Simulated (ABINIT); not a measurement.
The system is C.

```
CELL_PARAMETERS angstrom
0.00000 1.78337 1.78337
1.78337 0.00000 1.78337
1.78337 1.78337 0.00000
ATOMIC_POSITIONS crystal
C 0.75000 0.75000 0.75000
C 0.50000 0.50000 0.50000
```

This isn't the form of C at room conditions, which is graphite.

Program: ABINIT 10.8.3 (patched build). Alike in all runs: no spin polarisation; cell as given; smearing fermi-dirac 0.05 eV. Hardware: 1 thread of Arm Neoverse V2, on a shared host.

Problem. Order these runs on this cell by their wall time, lowest first.
A. task band structure; level WC; potentials or basis JTH PAW PBE v2.0; k mesh 13 × 13 × 13; cutoff (eV) 544; fine-grid cutoff 1088.46 eV; mesh quality not flagged
B. task band structure; level BP86; potentials or basis PseudoDojo NC SR PBE v0.4.1 standard; k mesh 13 × 13 × 13; cutoff (eV) 1116; mesh quality not flagged
C. task band structure; level r2SCAN; potentials or basis PseudoDojo NC SR PBE v0.4.1 standard; k mesh 13 × 13 × 13; cutoff (eV) 1333; mesh quality not flagged
D. task band structure; level SCAN; potentials or basis JTH PAW PBE v2.0; k mesh 13 × 13 × 13; cutoff (eV) 653; fine-grid cutoff 1251.72 eV; mesh quality not flagged
E. task single point; level PBEsol; potentials or basis JTH PAW PBE v2.0; k mesh 5 × 5 × 5; cutoff (eV) 544; fine-grid cutoff 1088.46 eV; mesh quality coarse

Solution. E (4 s), A (9.8 s), B (21 s), D (55 s), C (290 s).

Caveats: some runs use coarse meshes; the atomic spheres overlap (some runs); a meta-GGA on potentials with a model core is unreliable (some runs).
